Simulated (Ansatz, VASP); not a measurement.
CuI: VASP beside Ansatz

```
Cu I
1.0
     0.00000    3.01203    3.01203
     3.01203    0.00000    3.01203
     3.01203    3.01203    0.00000
Cu I
1 1
Cartesian
  0.0000 0.0000 0.0000
  1.5060 1.5060 1.5060
```

Alike in both runs: task single point; functional r2SCAN; k mesh 6 × 6 × 6; no spin polarisation.

|  | VASP | Ansatz |
| --- | --- | --- |
| version | VASP 6.6.1 | Ansatz 0.2.0 |
| potentials or method | VASP PAW PBE potentials, release 64 (Cu, I) | plane waves |
| plane-wave cutoff (eV) | 520 | 500 |
| occupations | gaussian, width 0.01 eV | fixed |
| valence electrons in the cell | 18 | 36 |

Ansatz gave:

| Property | Result |
| --- | --- |
| gap on the k mesh at the Fermi level (eV) | 1.67 |
| pressure (GPa) | 0.0 |

Q: Which values does VASP return?

A: gap on the k mesh at the Fermi level (eV): 1.67; pressure (GPa): -0.1.

The two sets of potentials don't hold the same shells in valence.

Caveats: the PAW data sets were made with another functional, which shifts forces and pressure a little (VASP); spin-orbit coupling is left out, which moves the levels of the heavy elements. r2SCAN opens gaps a little over a GGA but as a rule still falls short of measured ones.
